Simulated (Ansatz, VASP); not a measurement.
Two plane-wave programs on Ge

Contents of INCAR:

```
PREC     = Accurate       # precision mode
ENCUT    = 520            # plane-wave cutoff, eV
EDIFF    = 1E-6           # SCF threshold, eV
ISMEAR   = 0              # smearing method
SIGMA    = 0.15           # smearing width, eV
LREAL    = F              # projectors in reciprocal space
LASPH    = T              # aspherical terms in the spheres
NELM     = 80             # most SCF steps
ALGO     = Normal         # electronic algorithm
ISIF     = 2              # what is computed and relaxed
LWAVE    = F              # write WAVECAR
LCHARG   = F              # write CHGCAR
GGA      = PE             # functional
NBANDS   = 21             # bands
```

KPOINTS

```
regular mesh
0
Gamma
  14 14 14
```

File POSCAR:

```
Ge
1.0
    0.0000000000      2.8805347716      2.8805347716
    2.8805347716      0.0000000000      2.8805347716
    2.8805347716      2.8805347716      0.0000000000
Ge
2
Direct
    0.5000000000      0.5000000000      0.5000000000
    0.7500000000      0.7500000000      0.7500000000
```

Input for Ansatz:

```yaml
crystal:
  lattice:
    - [0.0, 2.8805347716, 2.8805347716]
    - [2.8805347716, 0.0, 2.8805347716]
    - [2.8805347716, 2.8805347716, 0.0]
  atoms:
    - { symbol: Ge, position: [0.5, 0.5, 0.5] }
    - { symbol: Ge, position: [0.75, 0.75, 0.75] }
basis:
  ecutwfc: 420
kpoints:
  mp_grid: { grid: [14, 14, 14] }
hamiltonian:
  xc: pbe
scf:
  occupations: { method: gaussian, width: 0.15 }
output:
  forces: true
  stress: true
  eigenvalues: true
  write_density: true
  write_potential: true
  elf: true
  volumetric_format: npy
```

Alike in both runs: task single point; functional PBE; k mesh 14 × 14 × 14; occupations gaussian, width 0.15 eV; no spin polarisation.

|  | VASP | Ansatz |
| --- | --- | --- |
| version | VASP 6.6.1 | Ansatz 0.2.0 |
| potentials or method | VASP PAW PBE potentials, release 64 (Ge_d) | scalar-relativistic, plane waves, PAW |
| plane-wave cutoff (eV) | 520 | 420 |
| valence electrons in the cell | 28 | 28 |

|  | VASP | Ansatz | Ansatz less VASP |
| --- | --- | --- | --- |
| gap on the k mesh at the Fermi level (eV) | none | none | - |
| pressure (GPa) | -0.1 | 0.0 | +0.10 |

A gap of «none» marks a metal or a gap that the smearing closes.

Caveats: this crystal is a semiconductor, whose small gap the functional closes, so the metal is an error of the method.
